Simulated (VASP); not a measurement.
A run of VASP 6.6.1 is set up as follows.

Contents of run.py:

```python
from ase import Atoms
from ase.calculators.vasp import Vasp
from ase.dft.bandgap import bandgap

atoms = Atoms(
    ['Co', 'O'],
    cell=[[1.6022198417, 0.9250420569, 2.5664708903], [-1.6022198417, 0.9250420569, 2.5664708903], [0.0, -1.8500841138, 2.5664708903]],
    scaled_positions=[[0.99897832, 0.99897832, 0.99897832], [0.75102103, 0.75102103, 0.75102103]],
    pbc=True,
)
atoms.set_initial_magnetic_moments([2.0, 0.0])
calc = Vasp(
    directory='calc',
    xc='pbesol',
    pp='PBE',
    setups='recommended',
    pp_version='54',
    prec='Accurate',
    encut=520,
    ediff=1e-07,
    ismear=0,
    sigma=0.05,
    lreal=False,
    lasph=True,
    nelm=100,
    algo='Normal',
    isif=2,
    lwave=False,
    lcharg=False,
    ispin=2,
    lorbit=11,
    lmaxmix=4,
    kpts=[10, 10, 10],
    gamma=True,
    nbands=18,
)
atoms.calc = calc

print('energy (eV):', atoms.get_potential_energy())
print('free energy (eV):', atoms.get_potential_energy(force_consistent=True))
print('forces (eV/A):')
print(atoms.get_forces())
print('stress (eV/A^3, Voigt):', atoms.get_stress())
print('Fermi level (eV):', calc.get_fermi_level())
print('moment (muB):', atoms.get_magnetic_moment())
print('site moments (muB):', atoms.get_magnetic_moments())
gap, top, bottom = bandgap(calc)
print('band gap (eV):', gap, 'from (spin, k, band)', top, 'to', bottom)
```

Potentials or basis: VASP PAW PBE potentials, release 54 (Co, O).

Launch:

```sh
$ python run.py
```

Task: Predict the largest force.

Result: 0.212 eV/Å.

Task: What does it give for the band gap on the k mesh?

Result: None (metal or under the smearing width).

Forces in eV/Å, atoms in the order of the input:
```
Co   0.000  0.000  0.212
O    0.000  0.000 -0.212
```

Caveat: the PAW data sets were made with another functional, which shifts forces and pressure a little; a cell with one magnetic atom can't hold antiferromagnetic order, which such compounds often take; semilocal functionals often make such compounds metallic where correlation or magnetic order opens a gap, which also shifts bond lengths. With open d or f shells a metallic result of PBEsol can be an artefact of self-interaction; +U or a hybrid may open a gap.
